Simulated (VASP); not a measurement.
# BeS (F-43m) in VASP: a series of runs

One crystal, BeS, is run at these levels: r2SCAN, r2SCAN+rVV10; tasks: relaxation of cell and atoms.

All numbers are computed with VASP 6.6.1; they aren't measurements. Logs are shortened: lines on timing, memory, paths and dates and some standing lists are left out, and cuts for length are marked.

## Step 1: Starting point

The structure is cubic, space group F-43m (No. 216). The conventional cell has a = 4.870 Å, b = 4.870 Å, c = 4.870 Å, α = 90.00°, β = 90.00°, γ = 90.00°. Be (site symmetry -43m) is surrounded by 4 S at 2.11 Å. S (site symmetry -43m) has 4 Be at 2.11 Å as nearest neighbours.

The cell is a database's computed one.

## Step 2: Relaxation of cell and atoms, r2SCAN

INCAR

```
ALGO     = Normal         # electronic algorithm
EDIFF    = 1E-7           # SCF threshold, eV
EDIFFG   = -0.005         # ionic threshold
ENCUT    = 600            # plane-wave cutoff, eV
IBRION   = 2              # ionic algorithm
ISIF     = 3              # what is computed and relaxed
ISMEAR   = 0              # smearing method
LASPH    = T              # aspherical terms in the spheres
LCHARG   = F              # write CHGCAR
LMIXTAU  = T            
LREAL    = F              # projectors in reciprocal space
LWAVE    = F              # write WAVECAR
METAGGA  = R2SCAN         # meta-GGA
NELM     = 100            # most SCF steps
NSW      = 90             # ionic steps
PREC     = Accurate       # precision mode
SIGMA    = 0.02           # smearing width, eV
```

KPOINTS

```
k-points
0
Gamma
  8 8 8
```

POSCAR

```
BeS
1.0
    0.0000000000      2.4351516500      2.4351516500
    2.4351516500      0.0000000000      2.4351516500
    2.4351516500      2.4351516500      0.0000000000
Be S
1 1
Direct
    0.0000000000      0.0000000000      0.0000000000
    0.2500000000      0.2500000000      0.2500000000
```

Potentials or basis: VASP PAW PBE potentials, release 64 (Be, S).

Run with:

```
$ cat potpaw_PBE.64/Be/POTCAR potpaw_PBE.64/S/POTCAR > POTCAR
$ mpirun -np 1 vasp_std > vasp.out
```

OUTCAR:

```text
EDIFF = 1E-7
   EDIFFG = -0.005
   ENCUT = 600
   IBRION = 2
   ISIF = 3
   ISMEAR = 0
   LASPH = T
   LREAL = F
   METAGGA = R2SCAN
   NELM = 100
   NSW = 90
   PREC = Accurate

 ion  position               nearest neighbor table
   1  0.000  0.000  0.000-   2 2.11   2 2.11   2 2.11   2 2.11
   2  0.250  0.250  0.250-   1 2.11   1 2.11   1 2.11   1 2.11

  LATTYP: Found a face centered cubic cell.
 ALAT       =     4.8703033000

  Lattice vectors:

 A1 = (   0.0000000000,   2.4351516500,   2.4351516500)
 A2 = (   2.4351516500,   0.0000000000,   2.4351516500)
 A3 = (   2.4351516500,   2.4351516500,   0.0000000000)

Analysis of symmetry for initial positions (statically):
=====================================================================
 Subroutine PRICEL returns:
 Original cell was already a primitive cell.

 Routine SETGRP: Setting up the symmetry group for a
 face centered cubic supercell.

 Subroutine GETGRP returns: Found 24 space group operations
 (whereof 24 operations were pure point group operations)
 out of a pool of 48 trial point group operations.

The static configuration has the point symmetry T_d .

Analysis of symmetry for dynamics (positions and initial velocities):
=====================================================================
 Subroutine PRICEL returns:
 Original cell was already a primitive cell.

 Routine SETGRP: Setting up the symmetry group for a
 face centered cubic supercell.

 Subroutine GETGRP returns: Found 24 space group operations
 (whereof 24 operations were pure point group operations)
 out of a pool of 48 trial point group operations.

The dynamic configuration has the point symmetry T_d .

 Subroutine INISYM returns: Found 24 space group operations
 (whereof 24 operations are pure point group operations),
 and found     1 'primitive' translations

----------------------------------------------------------------------------------------

                                     Primitive cell

  volume of cell :      28.8807

  direct lattice vectors                    reciprocal lattice vectors
     0.000000000  2.435151650  2.435151650    -0.205326021  0.205326021  0.205326021
     2.435151650  0.000000000  2.435151650     0.205326021 -0.205326021  0.205326021
     2.435151650  2.435151650  0.000000000     0.205326021  0.205326021 -0.205326021

  length of vectors
     3.443824490  3.443824490  3.443824490     0.355635101  0.355635101  0.355635101

  position of ions in fractional coordinates (direct lattice)
     0.000000000  0.000000000  0.000000000
     0.250000000  0.250000000  0.250000000

  ion indices of the primitive-cell ions
   primitive index   ion index
                 1           1
                 2           2

----------------------------------------------------------------------------------------

 KPOINTS: k-points

Automatic generation of k-mesh.
 Grid dimensions read from file:
 generate k-points for:    8    8    8

 Generating k-lattice:

  Cartesian coordinates                     Fractional coordinates (reciprocal lattice)
    -0.025665753  0.025665753  0.025665753     0.125000000  0.000000000  0.000000000
     0.025665753 -0.025665753  0.025665753     0.000000000  0.125000000  0.000000000
     0.025665753  0.025665753 -0.025665753     0.000000000  0.000000000  0.125000000

  Length of vectors
     0.044454388  0.044454388  0.044454388

  Shift w.r.t. Gamma in fractional coordinates (k-lattice)
     0.000000000  0.000000000  0.000000000

 Subroutine IBZKPT returns following result:
 ===========================================

 Found     29 irreducible k-points:

 Following reciprocal coordinates:
            Coordinates               Weight
  0.000000  0.000000  0.000000      1.000000
  0.125000  0.000000  0.000000      8.000000
  0.250000  0.000000  0.000000      8.000000
  0.375000  0.000000  0.000000      8.000000
  0.500000  0.000000  0.000000      4.000000
  0.125000  0.125000  0.000000      6.000000
[... 16 lines left out ...]
  0.500000  0.250000  0.125000     48.000000
 -0.375000  0.250000  0.125000     24.000000
 [... further k-points ...]
   k-points           NKPTS =     29   k-points in BZ     NKDIM =     29   number of bands    NBANDS=      8
   number of dos      NEDOS =    301   number of ions     NIONS =      2
   total plane-waves  NPLWV =  21952
   dimension x,y,z NGX =    28 NGY =   28 NGZ =   28
   dimension x,y,z NGXF=    56 NGYF=   56 NGZF=   56
   ions per type =               1   1
   NGX,Y,Z   is equivalent  to a cutoff of  13.52, 13.52, 13.52 a.u.
   NGXF,Y,Z  is equivalent  to a cutoff of  27.03, 27.03, 27.03 a.u.
 SYSTEM =  unknown system
   PREC   = accura    normal or accurate (medium, high low for compatibility)
   ISTART =      0    job   : 0-new  1-cont  2-samecut
   ICHARG =      2    charge: 1-file 2-atom 10-const
   ISPIN  =      1    spin polarized calculation?
   LNONCOLLINEAR =      F non collinear calculations
   LSORBIT =      F    spin-orbit coupling
   LASPH  =      T    aspherical Exc in radial PAW
   ENCUT  =  600.0 eV  44.10 Ry    6.64 a.u.   6.88  6.88  6.88*2*pi/ulx,y,z
   NELM   =    100;   NELMIN=  2; NELMDL= -5     # of ELM steps
   EDIFF  = 0.1E-06   stopping-criterion for ELM
   LREAL  =      F    real-space projection
   EDIFFG = -.5E-02   stopping-criterion for IOM
   NSW    =     90    number of steps for IOM
   IBRION =      2    ionic relax: 0-MD 1-quasi-New 2-CG
   NFREE  =      1    steps in history (QN), initial steepest desc. (CG)
   ISIF   =      3    stress and relaxation
   ISYM   =      2    0-nonsym 1-usesym 2-fastsym
   POTIM  = 0.5000    time-step for ionic-motion
   TEBEG  =    0.0;   TEEND  =   0.0 temperature during run
   PSTRESS=    0.0 pullay stress
   NELECT =       8.0000    total number of electrons
   NUPDOWN=      -1.0000    fix difference up-down
   EMIN   =  10.00;   EMAX   =-10.00  energy-range for DOS
   EFERMI =   0.00;   METHOD = LEGACY
   ISMEAR =     0;   SIGMA  =   0.02  broadening in eV -4-tet -1-fermi 0-gaus
   EFERMI_NEDOS =   21; number of points for ismear=-14 and -15
   IALGO  =     38    algorithm
   IMIX   =      4    mixing-type and parameters
     AMIX     =   0.40;   BMIX     =  1.00
     AMIX_MAG =   1.60;   BMIX_MAG =  1.00
  volume/ion in A,a.u.               =      14.44        97.45
  Fermi-wavevector in a.u.,A,eV,Ry     =   1.067175  2.016668 15.495153  1.138862
  Thomas-Fermi vector in A             =   2.202783
   LORBIT       =      0    0 simple, 1 ext, 2 COOP (PROOUT), +10 PAW based schemes
   METAGGA = R2SCAN    functional components
   LHFCALC =     F    Hartree Fock is set to
   AEXX    =    0.0000 exact exchange contribution
   IVDW    =     0    specifies the selected vdW correction
   LEPSILON=     F    determine dielectric tensor
   LRPA    =     F    only Hartree local field effects (RPA)
 conjugate gradient relaxation of ions
 non-spin polarized calculation
 Gauss-broadening in eV      SIGMA  =   0.02
  energy-cutoff  :      600.00
  volume of cell :       28.88
 maximum number of plane-waves:       982
   NGX = 13   NGY = 13   NGZ = 13

--------------------------------------- Ionic step        1  -------------------------------------------

 number of electron       7.9999999 magnetization

 Free energy of the ion-electron system (eV)
  ---------------------------------------------------
  ext. energy  EPLUGINS =         0.00000000
  ---------------------------------------------------
  free energy    TOTEN  =       -14.78691850 eV

  energy without entropy =      -14.78691850  energy(sigma->0) =      -14.78691850

------------------------ aborting loop because EDIFF is reached ----------------------------------------

  FORCE on cell =-STRESS in cart. coord.  units (eV):
  Direction    XX          YY          ZZ          XY          YZ          ZX
  --------------------------------------------------------------------------------------
  -------------------------------------------------------------------------------------
  Total        0.0364718      0.0364718      0.0364718     -0.0000000     -0.0000000     -0.0000000
  in kB        2.0232963      2.0232963      2.0232963     -0.0000000     -0.0000000     -0.0000000
  external PRESSURE =       2.0232963 kB  Pullay stress =       0.0000000 kB
[... 57 lines left out ...]
  energy  without entropy=      -14.7869475834  energy(sigma->0) =      -14.78694758

--------------------------------------- Ionic step        3  -------------------------------------------

 number of electron       7.9999999 magnetization

 Free energy of the ion-electron system (eV)
  ---------------------------------------------------
  ext. energy  EPLUGINS =         0.00000000
  ---------------------------------------------------
  free energy    TOTEN  =       -14.78695117 eV

  energy without entropy =      -14.78695117  energy(sigma->0) =      -14.78695117

 E-fermi :   3.9265     XC(G=0): -10.1208

 val. band max:        3.8181127814   @ k =   0.0000   0.0000   0.0000
 cond. band min:       7.4230013827   @ k =   0.5000   0.5000   0.0000
 fundamental gap:      3.6048886012
 Fermi energy:         3.9265453363

 k-point     1 :       0.0000    0.0000    0.0000
  band No.  band energies     occupation
      1     -10.3786      2.00000
      2       3.8181      2.00000
      3       3.8181      2.00000
      4       3.8181      2.00000
      5      10.0836      0.00000
      6      10.0836      0.00000
      7      10.0836      0.00000
      8      10.3763      0.00000
[... 243 lines left out ...]
 k-point    24 :      -0.3750    0.2500    0.1250
  band No.  band energies     occupation
      1      -8.4600      2.00000
      2      -1.5014      2.00000
      3       1.0175      2.00000
      4       1.9795      2.00000
      5      10.4625      0.00000
      6      10.9988      0.00000
      7      13.6307      0.00000
      8      15.0065      0.00000

 [... further k-points ...]

------------------------ aborting loop because EDIFF is reached ----------------------------------------

  FORCE on cell =-STRESS in cart. coord.  units (eV):
  Direction    XX          YY          ZZ          XY          YZ          ZX
  --------------------------------------------------------------------------------------
  -------------------------------------------------------------------------------------
  Total        0.0012497      0.0012497      0.0012497     -0.0000000      0.0000000     -0.0000000
  in kB        0.0691973      0.0691973      0.0691973     -0.0000000      0.0000000     -0.0000000
  external PRESSURE =       0.0691973 kB  Pullay stress =       0.0000000 kB
[... 17 lines left out ...]
  FREE ENERGIE OF THE ION-ELECTRON SYSTEM (eV)
  ---------------------------------------------------
  free  energy   TOTEN  =       -14.7869511718 eV

  energy  without entropy=      -14.7869511718  energy(sigma->0) =      -14.78695117

 reached required accuracy - stopping structural energy minimisation
```

It took 70 s on 1 thread of AMD EPYC 9R14 (Zen 4), shared host; peak memory 0.13 GiB.

What came out:

- Free energy: -14.7870 eV
- Relaxed volume: 14.47 Å³/atom
- Relaxed cell: a = 3.446 Å, b = 3.446 Å, c = 3.446 Å, α = 60.00°, β = 60.00°, γ = 60.00°
- Space group after relaxing (to 0.05 Å): F-43m (No. 216)
- Energy gained by relaxing: 0.0 meV/atom
- Ionic steps: 3
- Pressure after relaxing: 0.0 GPa
- Band gap on the k mesh: 3.60 eV, indirect (least direct gap 6.27 eV)

Final structure:
```
CELL_PARAMETERS angstrom
0.00000 2.43671 2.43671
2.43671 0.00000 2.43671
2.43671 2.43671 0.00000
ATOMIC_POSITIONS crystal
Be 0.00000 0.00000 0.00000
S 0.25000 0.25000 0.25000
```

Levels at points of the mesh, in eV from the valence-band top:
```tsv
k point	band 2	band 3	band 4	band 5	band 6	band 7
(0.00, 0.00, 0.00)	0.00	0.00	0.00	6.27	6.27	6.27
(0.50, 0.00, 0.00)	-5.86	-1.04	-1.04	6.05	7.15	7.15
(0.50, 0.50, 0.00)	-5.11	-2.66	-2.66	3.60	5.40	13.75
```

Caveat: the PAW data sets were made with another functional, which shifts forces and pressure a little. A k mesh can miss the band edges.

## Step 3: Relaxation of cell and atoms, r2SCAN+rVV10

INCAR, as its differences from that of step 2:

```diff
@@ -1,2 +1,4 @@
 ALGO     = Normal         # electronic algorithm
+BPARAM   = 11.95        
+CPARAM   = 0.0093       
 EDIFF    = 1E-7           # SCF threshold, eV
@@ -7,2 +9,3 @@
 ISMEAR   = 0              # smearing method
+IVDW_NL  = 2            
 LASPH    = T              # aspherical terms in the spheres
@@ -11,2 +14,3 @@
 LREAL    = F              # projectors in reciprocal space
+LUSE_VDW = T            
 LWAVE    = F              # write WAVECAR
```

KPOINTS is that of step 2.

POSCAR is that of step 2.

Potentials or basis: VASP PAW PBE potentials, release 64 (Be, S).

Run with:

```
$ cat potpaw_PBE.64/Be/POTCAR potpaw_PBE.64/S/POTCAR > POTCAR
$ mpirun -np 1 vasp_std > vasp.out
```

It took 2.3 min on 1 thread of AMD EPYC 9R14 (Zen 4), shared host; peak memory 0.23 GiB.

Results (log left out):

- Free energy: -14.6629 eV
- Relaxed volume: 14.38 Å³/atom
- Relaxed cell: a = 3.439 Å, b = 3.439 Å, c = 3.439 Å, α = 60.00°, β = 60.00°, γ = 60.00°
- Space group after relaxing (to 0.05 Å): F-43m (No. 216)
- Energy gained by relaxing: 0.1 meV/atom
- Ionic steps: 3
- Pressure after relaxing: 0.0 GPa
- Band gap on the k mesh: 3.54 eV, indirect (least direct gap 6.23 eV)

Step by step:
```tsv
step	energy change (eV)	largest force (eV/Å)	pressure (GPa)	volume (Å³)
1	0.0000	0.0000	-0.37	28.88
2	-0.0001	0.0000	0.11	28.74
3	-0.0001	0.0000	0.01	28.77
```

Final structure:
```
Be S
1.0
     0.00000    2.43200    2.43200
     2.43200    0.00000    2.43200
     2.43200    2.43200    0.00000
Be S
1 1
Direct
  0.00000 0.00000 0.00000
  0.25000 0.25000 0.25000
```

Levels at points of the mesh, in eV from the valence-band top:
| k point | band 2 | band 3 | band 4 | band 5 | band 6 | band 7 |
| --- | --- | --- | --- | --- | --- | --- |
| (0.00, 0.00, 0.00) | 0.00 | 0.00 | 0.00 | 6.25 | 6.25 | 6.25 |
| (0.50, 0.00, 0.00) | -5.92 | -1.05 | -1.05 | 6.04 | 7.12 | 7.12 |
| (0.50, 0.50, 0.00) | -5.16 | -2.69 | -2.69 | 3.54 | 5.36 | 13.79 |

Caveat: the PAW data sets were made with another functional, which shifts forces and pressure a little.
